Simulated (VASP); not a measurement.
# W (Im-3m) in VASP: convergence with k mesh

Aim: find how far k mesh must go before the results for W settle, at LDA. This setting moves, with any that are tied to it; all else stays.

All numbers are computed with VASP 6.6.1; they aren't measurements. Logs are shortened: lines on timing, memory, paths and dates and some standing lists are left out, and cuts for length are marked.

**1. Starting point**

Symmetry: Im-3m, No. 229, cubic system. The conventional cell has a = 3.165 Å, b = 3.165 Å, c = 3.165 Å, α = 90.00°, β = 90.00°, γ = 90.00°. W (site symmetry m-3m) has 8 W at 2.74 Å as nearest neighbours.

**2. With k mesh 3 × 3 × 3**

INCAR reads:

```
SYSTEM = W
PREC     = Accurate       ! precision mode
ENCUT    = 520            ! plane-wave cutoff, eV
EDIFF    = 1E-6           ! SCF threshold, eV
ISMEAR   = 1              ! smearing method
SIGMA    = 0.1            ! smearing width, eV
LREAL    = .FALSE.        ! projectors in reciprocal space
LASPH    = .TRUE.         ! aspherical terms in the spheres
NELM     = 100            ! most SCF steps
ALGO     = Normal         ! electronic algorithm
ISIF     = 2              ! what is computed and relaxed
LWAVE    = .FALSE.        ! write WAVECAR
LCHARG   = .FALSE.        ! write CHGCAR
NBANDS   = 13             ! bands
```

KPOINTS reads:

```
regular mesh
0
G
  3 3 3
  0 0 0
```

POSCAR reads:

```
W
1.0
   -1.5823450000      1.5823450000      1.5823450000
    1.5823450000     -1.5823450000      1.5823450000
    1.5823450000      1.5823450000     -1.5823450000
W
1
Direct
    0.0000000000      0.0000000000      0.0000000000
```

Potentials or basis: VASP PAW LDA potentials, release 64 (W_sv).

The run is started by

```
cat potpaw_LDA.64/W_sv/POTCAR > POTCAR
mpirun -np 1 vasp_std > vasp.out
```

Wall time 1.6 s (1 thread of Intel Xeon Platinum 8488C (Sapphire Rapids), shared host); peak memory 0.11 GiB.

What came out:

* Free energy: -13.6508 eV
* Pressure: 2.0 GPa
* Band gap on the k mesh: none (metal or under the smearing width)

**3. With k mesh 4 × 4 × 4**

INCAR is that of step 2.

KPOINTS reads:

```
regular mesh
0
G
  4 4 4
  0 0 0
```

POSCAR is that of step 2.

Potentials or basis: VASP PAW LDA potentials, release 64 (W_sv).

The run is started by

```
cat potpaw_LDA.64/W_sv/POTCAR > POTCAR
mpirun -np 1 vasp_std > vasp.out
```

Wall time 1.9 s (1 thread of Intel Xeon Platinum 8488C (Sapphire Rapids), shared host); peak memory 0.12 GiB.

Results:

| Property | Result |
| --- | --- |
| Free energy | -13.9533 eV |
| Pressure | -8.0 GPa |
| Band gap on the k mesh | none (metal or under the smearing width) |

**4. With k mesh 5 × 5 × 5**

INCAR is that of step 3.

KPOINTS reads:

```
regular mesh
0
G
  5 5 5
  0 0 0
```

POSCAR is that of step 3.

The run is started by

```
cat potpaw_LDA.64/W_sv/POTCAR > POTCAR
mpirun -np 1 vasp_std > vasp.out
```

Run time: 1.9 s. Hardware: 1 thread of Intel Xeon Platinum 8488C (Sapphire Rapids), shared host.

The program failed during the run.

**5. With k mesh 7 × 7 × 7**

INCAR is that of step 4.

KPOINTS reads:

```
regular mesh
0
G
  7 7 7
  0 0 0
```

POSCAR is that of step 4.

The run is started by

```
cat potpaw_LDA.64/W_sv/POTCAR > POTCAR
mpirun -np 1 vasp_std > vasp.out
```

Wall time 3.5 s (1 thread of Intel Xeon Platinum 8488C (Sapphire Rapids), shared host); peak memory 0.11 GiB.

What came out:

| Quantity | Value |
| --- | --- |
| Free energy | -14.0260 eV |
| Pressure | -6.5 GPa |
| Band gap on the k mesh | none (metal or under the smearing width) |

**6. With k mesh 9 × 9 × 9**

INCAR is that of step 5.

KPOINTS reads:

```
regular mesh
0
G
  9 9 9
  0 0 0
```

POSCAR is that of step 5.

Potentials or basis: VASP PAW LDA potentials, release 64 (W_sv).

The run is started by

```
cat potpaw_LDA.64/W_sv/POTCAR > POTCAR
mpirun -np 1 vasp_std > vasp.out
```

Wall time 4.4 s (1 thread of Intel Xeon Platinum 8488C (Sapphire Rapids), shared host); peak memory 0.12 GiB.

What came out:

- Free energy: -14.1078 eV
- Pressure: -7.2 GPa
- Band gap on the k mesh: none (metal or under the smearing width)

**7. With k mesh 11 × 11 × 11**

INCAR is that of step 6.

KPOINTS reads:

```
regular mesh
0
G
  11 11 11
  0 0 0
```

POSCAR is that of step 6.

The run is started by

```
cat potpaw_LDA.64/W_sv/POTCAR > POTCAR
mpirun -np 1 vasp_std > vasp.out
```

It took 5.4 s on 1 thread of Intel Xeon Platinum 8488C (Sapphire Rapids), shared host; peak memory 0.12 GiB.

Results:

| Item | Value |
| --- | --- |
| Free energy | -14.0761 eV |
| Pressure | -7.2 GPa |
| Band gap on the k mesh | none (metal or under the smearing width) |

**8. With k mesh 13 × 13 × 13**

INCAR is that of step 7.

KPOINTS reads:

```
regular mesh
0
G
  13 13 13
  0 0 0
```

POSCAR is that of step 7.

The run is started by

```
cat potpaw_LDA.64/W_sv/POTCAR > POTCAR
mpirun -np 1 vasp_std > vasp.out
```

Wall time 6.8 s (1 thread of Intel Xeon Platinum 8488C (Sapphire Rapids), shared host); peak memory 0.13 GiB.

What came out:

| Quantity | Value |
| --- | --- |
| Free energy | -14.1118 eV |
| Pressure | -7.3 GPa |
| Band gap on the k mesh | none (metal or under the smearing width) |

**9. With k mesh 16 × 16 × 16**

INCAR is that of step 8.

KPOINTS reads:

```
regular mesh
0
G
  16 16 16
  0 0 0
```

POSCAR is that of step 8.

Potentials or basis: VASP PAW LDA potentials, release 64 (W_sv).

The run is started by

```
cat potpaw_LDA.64/W_sv/POTCAR > POTCAR
mpirun -np 1 vasp_std > vasp.out
```

OUTCAR:

```text
SYSTEM = W
   PREC = Accurate
   ENCUT = 520
   EDIFF = 1E-6
   ISMEAR = 1
   LREAL = .FALSE.
   LASPH = .TRUE.
   NELM = 100
   ISIF = 2

 ion  position               nearest neighbor table
   1  0.000  0.000  0.000-

  LATTYP: Found a body centered cubic cell.
 ALAT       =     3.1646900000

  Lattice vectors:

 A1 = (  -1.5823450000,   1.5823450000,   1.5823450000)
 A2 = (   1.5823450000,  -1.5823450000,   1.5823450000)
 A3 = (   1.5823450000,   1.5823450000,  -1.5823450000)

Analysis of symmetry for initial positions (statically):
=====================================================================
 Subroutine PRICEL returns:
 Original cell was already a primitive cell.

 Routine SETGRP: Setting up the symmetry group for a
 body centered cubic supercell.

 Subroutine GETGRP returns: Found 48 space group operations
 (whereof 48 operations were pure point group operations)
 out of a pool of 48 trial point group operations.

The static configuration has the point symmetry O_h .

Analysis of symmetry for dynamics (positions and initial velocities):
=====================================================================
 Subroutine PRICEL returns:
 Original cell was already a primitive cell.

 Routine SETGRP: Setting up the symmetry group for a
 body centered cubic supercell.

 Subroutine GETGRP returns: Found 48 space group operations
 (whereof 48 operations were pure point group operations)
 out of a pool of 48 trial point group operations.

The dynamic configuration has the point symmetry O_h .

 Subroutine INISYM returns: Found 48 space group operations
 (whereof 48 operations are pure point group operations),
 and found     1 'primitive' translations

----------------------------------------------------------------------------------------

                                     Primitive cell

  volume of cell :      15.8476

  direct lattice vectors                    reciprocal lattice vectors
    -1.582345000  1.582345000  1.582345000     0.000000000  0.315986716  0.315986716
     1.582345000 -1.582345000  1.582345000     0.315986716  0.000000000  0.315986716
     1.582345000  1.582345000 -1.582345000     0.315986716  0.315986716  0.000000000

  length of vectors
     2.740701935  2.740701935  2.740701935     0.446872699  0.446872699  0.446872699

  position of ions in fractional coordinates (direct lattice)
     0.000000000  0.000000000  0.000000000

  ion indices of the primitive-cell ions
[... 73 lines left out ...]
   NELM   =    100;   NELMIN=  2; NELMDL= -5     # of ELM steps
   EDIFF  = 0.1E-05   stopping-criterion for ELM
   LREAL  =      F    real-space projection
   EDIFFG = 0.1E-04   stopping-criterion for IOM
   NSW    =      0    number of steps for IOM
   IBRION =     -1    ionic relax: 0-MD 1-quasi-New 2-CG
   NFREE  =      0    steps in history (QN), initial steepest desc. (CG)
   ISIF   =      2    stress and relaxation
   ISYM   =      2    0-nonsym 1-usesym 2-fastsym
   POTIM  = 0.5000    time-step for ionic-motion
   TEBEG  =    0.0;   TEEND  =   0.0 temperature during run
   PSTRESS=    0.0 pullay stress
   NELECT =      14.0000    total number of electrons
   NUPDOWN=      -1.0000    fix difference up-down
   EMIN   =  10.00;   EMAX   =-10.00  energy-range for DOS
   EFERMI =   0.00;   METHOD = LEGACY
   ISMEAR =     1;   SIGMA  =   0.10  broadening in eV -4-tet -1-fermi 0-gaus
   EFERMI_NEDOS =   21; number of points for ismear=-14 and -15
   IALGO  =     38    algorithm
   IMIX   =      4    mixing-type and parameters
     AMIX     =   0.40;   BMIX     =  1.00
     AMIX_MAG =   1.60;   BMIX_MAG =  1.00
  volume/ion in A,a.u.               =      15.85       106.94
  Fermi-wavevector in a.u.,A,eV,Ry     =   1.570832  2.968442 33.572544  2.467512
  Thomas-Fermi vector in A             =   2.672506
   LORBIT       =      0    0 simple, 1 ext, 2 COOP (PROOUT), +10 PAW based schemes
   GGA     = CA    functional components
   LHFCALC =     F    Hartree Fock is set to
   AEXX    =    0.0000 exact exchange contribution
   IVDW    =     0    specifies the selected vdW correction
   LEPSILON=     F    determine dielectric tensor
   LRPA    =     F    only Hartree local field effects (RPA)
 non-spin polarized calculation
 Methfessel and Paxton  Order N= 1 SIGMA  =   0.10
  energy-cutoff  :      520.00
  volume of cell :       15.85
 maximum number of plane-waves:       438
   NGX = 11   NGY = 11   NGZ = 11

 number of electron      14.0000003 magnetization

 Free energy of the ion-electron system (eV)
  ---------------------------------------------------
  ext. energy  EPLUGINS =         0.00000000
  ---------------------------------------------------
  free energy    TOTEN  =       -14.10109723 eV

  energy without entropy =      -14.10028636  energy(sigma->0) =      -14.10082694

 E-fermi :  11.3513     XC(G=0): -13.8305

 val. band max:       11.3513239358   @ k =  -0.3125   0.3125   0.1875
 cond. band min:      11.3555678927   @ k =  -0.2500   0.2500   0.1250
 fundamental gap:      0.0042439569
 Fermi energy:        11.3513430645

 k-point     1 :       0.0000    0.0000    0.0000
  band No.  band energies     occupation
      1     -62.4229      2.00000
      2     -26.2306      2.00000
      3     -26.2306      2.00000
      4     -26.2306      2.00000
      5       1.7734      2.00000
      6      10.0611      2.00000
      7      10.0611      2.00000
      8      10.0611      2.00000
      9      13.5086      0.00000
     10      13.5086      0.00000
     11      25.8976      0.00000
     12      25.8976      0.00000
     13      25.8976      0.00000
[... 354 lines left out ...]
  band No.  band energies     occupation
      1     -62.3003      2.00000
      2     -27.2629      2.00000
      3     -26.6603      2.00000
      4     -26.3442      2.00000
      5       6.0238      2.00000
      6       8.1887      2.00000
      7       9.0330      2.00000
      8      12.8415     -0.00000
      9      14.3594      0.00000
     10      16.6405      0.00000
     11      23.8333      0.00000
     12      26.6387      0.00000
     13      28.5266      0.00000

 [... further k-points ...]

------------------------ aborting loop because EDIFF is reached ----------------------------------------

  FORCE on cell =-STRESS in cart. coord.  units (eV):
  Direction    XX          YY          ZZ          XY          YZ          ZX
  --------------------------------------------------------------------------------------
  -------------------------------------------------------------------------------------
  Total       -0.7325838     -0.7325838     -0.7325838      0.0000000      0.0000000     -0.0000000
  in kB      -74.0635266    -74.0635266    -74.0635266      0.0000000      0.0000000     -0.0000000
  external PRESSURE =     -74.0635266 kB  Pullay stress =       0.0000000 kB

 VOLUME and BASIS-vectors are now :
 -----------------------------------------------------------------------------
  energy-cutoff  :      520.00
  volume of cell :       15.85
      direct lattice vectors                 reciprocal lattice vectors
    -1.582345000  1.582345000  1.582345000     0.000000000  0.315986716  0.315986716
     1.582345000 -1.582345000  1.582345000     0.315986716  0.000000000  0.315986716
     1.582345000  1.582345000 -1.582345000     0.315986716  0.315986716  0.000000000

 POSITION                                       TOTAL-FORCE (eV/Angst)
 -----------------------------------------------------------------------------------
      0.00000      0.00000      0.00000         0.000000      0.000000      0.000000
 -----------------------------------------------------------------------------------
    total drift:                                0.000000     -0.000000     -0.000000

  FREE ENERGIE OF THE ION-ELECTRON SYSTEM (eV)
  ---------------------------------------------------
  free  energy   TOTEN  =       -14.1010972278 eV

  energy  without entropy=      -14.1002863574  energy(sigma->0) =      -14.10082694
```

Run time: 11 s. Hardware: 1 thread of Intel Xeon Platinum 8488C (Sapphire Rapids), shared host; peak memory 0.13 GiB.

Results:

```
Free energy            : -14.1011 eV
Pressure               : -7.4 GPa
Band gap on the k mesh : none (metal or under the smearing width)
```

**10. The series at a glance**

```csv
k mesh,"energy less the tightest run, at zero smearing (meV/atom)",pressure (GPa),SCF cycles,CPU time (s),peak memory (GiB)
3 × 3 × 3,454.11,1.96,11,0.9,0.11
4 × 4 × 4,147.13,-7.98,10,1.2,0.12
5 × 5 × 5,crashed,-,-,-,-
7 × 7 × 7,75.28,-6.53,11,2.5,0.11
9 × 9 × 9,-5.94,-7.24,11,3.7,0.12
11 × 11 × 11,24.64,-7.17,11,4.8,0.12
13 × 13 × 13,-11.04,-7.26,11,6.3,0.13
16 × 16 × 16,0.00,-7.41,11,11,0.13
```

Not settled before the last step: the energy (to 1 meV/atom), the pressure (to 0.1 GPa). Meshes of other sizes hit other points, so gaps and Fermi surfaces needn't settle smoothly. The tightest run that finished is the yardstick and may itself not be fully converged.
